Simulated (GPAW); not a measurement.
Write an ASE script for GPAW 26.7.0 that does the following.

| Item | Value |
| --- | --- |
| Task | single point |
| Functional | PBE |
| Potentials or basis | GPAW PAW data sets (gpaw-data 1.2.1) |
| Cutoff | 600 eV |
| Basis | pw |
| k mesh | 12 × 12 × 12 |
| Occupations | gaussian, width 0.021 eV |
| Spin | no spin polarisation |
| Maxiter | 150 |

The structure of Pt lies in POSCAR:

```
Pt
1.0
    0.0000000000      1.9609000000      1.9609000000
    1.9609000000      0.0000000000      1.9609000000
    1.9609000000      1.9609000000      0.0000000000
Pt
1
Direct
    0.0000000000      0.0000000000      0.0000000000
```

One way to write it, as run:

run.py

```python
from ase.dft.bandgap import bandgap
from ase.io import read, write
from ase.units import GPa
from gpaw import GPAW, PW

atoms = read('POSCAR')

calc = GPAW(mode=PW(600),
            xc='PBE',
            kpts={'size': (12, 12, 12), 'gamma': True},
            occupations={'name': 'methfessel-paxton', 'order': 0, 'width': 0.020999999999999998},
            nbands=17,
            convergence={'density': 1e-05, 'energy': 1e-05},
            maxiter=150,
            txt='gpaw.txt')
atoms.calc = calc
energy = atoms.get_potential_energy()
forces = atoms.get_forces()
stress = atoms.get_stress()
calc.write('gs.gpw')
write('result.traj', atoms)
print(f'Energy: {energy:.6f} eV')
print('Forces (eV/A):')
print(forces.round(4))
print('Stress (GPa):', (stress / GPa).round(3))
print('Fermi level:', round(calc.get_fermi_level(), 4), 'eV')
print(f'Gap: {bandgap(calc)[0]:.4f} eV, direct: {bandgap(calc, direct=True)[0]:.4f} eV')
```

Potentials or basis: GPAW PAW data sets (gpaw-data 1.2.1), pw.

Launch:

```sh
$ OMP_NUM_THREADS=1 python run.py
```

Results of the run:

The pressure is 9.7 GPa and the band gap on the k mesh is none (metal or under the smearing width).

Run time: 12 s on 1 thread of Arm Neoverse V1 (shared host), peak memory 0.14 GiB.
